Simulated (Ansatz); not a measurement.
PbSe (Clausthalite): elastic constants with PBE

**The experiment to reproduce.**

A printed reference work, monograph reports, for a bulk crystal of PbSe at 4.2 K: band gap 0.15 eV (direct).

Crystal: PbSe (Clausthalite).

```
CELL_PARAMETERS angstrom
0.00000 3.06065 3.06065
3.06065 0.00000 3.06065
3.06065 3.06065 0.00000
ATOMIC_POSITIONS crystal
Pb 0.00000 0.00000 0.00000
Se 0.50000 0.50000 0.50000
```

| Property | Result |
| --- | --- |
| Program | Ansatz 0.2.0 |
| Task | elastic constants |
| Functional | PBE |
| Potentials or basis | Ansatz PAW |
| Cutoff | 420 eV (not typed: the program's choice for these potentials) |
| k mesh | 6 × 6 × 6 |
| Occupations | fermi-dirac, width 0.05 eV |
| Spin | no spin polarisation |
| Atoms under strain | relaxed |

```
Pressure                        : 2.4 GPa
Band gap on the k mesh          : 0.29 eV, direct
Elastic constants C11, C12, C44 : 143, 13, 16 GPa
Voigt bulk modulus              : 56 GPa
```

Levels at points of the mesh, in eV from the valence-band top:
```tsv
k point	band 11	band 12	band 13	band 14	band 15	band 16	band 17	band 18	band 19
(0.00, 0.00, 0.00)	-13.60	-6.30	-1.89	-1.89	-1.89	4.71	4.71	4.71	6.52
(0.00, 0.00, -0.50)	-12.54	-8.80	-1.48	-1.48	0.00	0.29	1.70	1.70	8.54
(0.00, -0.50, -0.50)	-12.17	-7.37	-4.99	-3.24	-3.24	3.69	5.61	5.61	6.04
```

Elastic tensor in Voigt notation (GPa, in the Cartesian axes of the cell as first typed):
```
143  13  13   0   0   0
 13 143  13   0   0   0
 13  13 143   0   0   0
  0   0   0  16   0   0
  0   0   0   0  16   0
  0   0   0   0   0  16
```

Run time: 6.7 s on 2 threads of Intel(R) Xeon(R) Platinum 8259CL CPU @ 2.50GHz (Skylake/Cascade Lake) (shared host), peak memory 0.44 GiB.

A measured gap of PbSe is 0.15 eV (direct; 4.2 K; a printed reference work, monograph); the calculated 0.29 eV misses it by +0.14 eV. 2 values of this kind are on record (0.15 to 0.28 eV); this one was drawn at random. Spin-orbit coupling on Pb, Se is left out. The value is that of PBE on a finite k mesh, which can miss the band edges, without temperature or zero-point motion.

Caveat: spin-orbit coupling is left out, which as a rule narrows the gap of such compounds by several tenths of an eV.
